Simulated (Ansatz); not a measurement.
# Ni (fcc type): the cost of one run

Computed with Ansatz 0.2.0 (DFT, PBE, all-electron LAPW, scalar-relativistic, unless a step's input says otherwise).

## Step 1: The structure to begin with

It takes space group Fm-3m (No. 225, cubic). The conventional cell has a = 2.984 Å, b = 2.984 Å, c = 2.984 Å, α = 90.00°, β = 90.00°, γ = 90.00°. Ni (site symmetry m-3m) is surrounded by 12 Ni at 2.11 Å.

Structure file:

```
CELL_PARAMETERS angstrom
0.00000 1.49214 1.49214
1.49214 0.00000 1.49214
1.49214 1.49214 0.00000
ATOMIC_POSITIONS crystal
Ni 0.00000 0.00000 0.00000
```

## Step 2: Fcc relaxed under pressure, LAPW

input.yaml reads:

```yaml
crystal:
  lattice:
    - [0.0, 1.492139166, 1.492139166]
    - [1.492139166, 0.0, 1.492139166]
    - [1.492139166, 1.492139166, 0.0]
  atoms:
    - { symbol: Ni, position: [0.0, 0.0, 0.0], spin: 1.0 }
magnetization:
  spin_polarized: true
kpoints:
  mp_grid: { grid: [22, 22, 22] }
scf:
  occupations: { method: fermi_dirac, width: 0.1 }
hamiltonian:
  xc: pbe
  pseudopotentials: { kind: all_electron, lapw: { basis_error: 0.0005 } }
output:
  forces: true
  stress: true
  eigenvalues: true
relax:
  f_tol: 0.005
  max_steps: 12
  cell: { p_target: 320.0, stress_tol: 0.16 }
```

Run with:

```bash
> ansatz run input.yaml --threads 2 --pin off --max-ram 7168MiB --backend cpu --events-out ev --progress --plain --runs-dir out
```

What time and memory should one allow on 2 threads of Intel Xeon 6975P-C (Granite Rapids), shared host?

About 40 s, with a peak of 0.77 GiB.
